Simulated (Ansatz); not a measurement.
Ta as a host for H

Theory: DFT r2SCAN, scalar-relativistic, plane waves, PAW (Ansatz).

Settings: cutoff 500 eV, Γ-centred mesh 16×16×16 on the computed 1-atom cell, Gaussian smearing of 0.10 eV; no spin polarisation for the host; each changed cell takes a mesh and smearing chosen by its own gap and starts from the host's moments or customary ones, or runs without spin. Cells and atoms are relaxed to the nearest stationary point that keeps the symmetry of their start (forces under 0.02 to 0.04 eV/Å, stress under 0.1 to 0.2 GPa); energies are at zero smearing, without zero-point or thermal terms.

Relaxed host (gap on the mesh 0 eV):

```xyz
1
Lattice="-1.6536 1.6536 1.6536 1.6536 -1.6536 1.6536 1.6536 1.6536 -1.6536" Properties=species:S:1:pos:R:3 pbc="T T T"
Ta    0.0000    0.0000    0.0000
```

Cases: (1) 1 H in a 2×2×2 repeat of the cell, at (0.125 0.375 0.250) in fractions of that repeat, 1.85 Å from the nearest atom of the relaxed host.

The table gives the energy per H taken from half an H2 molecule (negative: uptake is favourable), the swelling and the final surroundings.

```csv
case,formula,energy per H (eV),ΔV (%),principal strains (%),nearest host atoms of the first H,gap (eV)
1,Ta8H,-0.51,+1.9,+1.0 +0.4 +0.4,4 (Ta) from 1.92 Å,0
```

Each ion keeps what symmetry its start has, so a lower place off a symmetric site can be missed, above all for H.

Relaxed structure of case 1:

```
CELL_PARAMETERS angstrom
-3.32097 3.32097 3.34143
3.32097 -3.32097 3.34143
3.32097 3.32097 -3.34143
ATOMIC_POSITIONS crystal
Ta 0.99661 0.98850 0.99190
Ta 0.00010 0.99743 0.50267
Ta 0.99529 0.50339 0.99190
Ta 0.99661 0.50471 0.50810
Ta 0.49476 0.99743 0.99733
Ta 0.50257 0.00524 0.50267
Ta 0.50257 0.49990 0.99733
Ta 0.51150 0.50339 0.50810
H 0.12500 0.37500 0.25000
```

Spin-orbit coupling is left out. Host and larger cells have unlike meshes, which leaves a few hundredths of an eV of noise in metals.

Cost: 2 runs of about 2.9 core-minutes in all, on Intel Xeon Platinum 8488C (Sapphire Rapids) (shared hosts).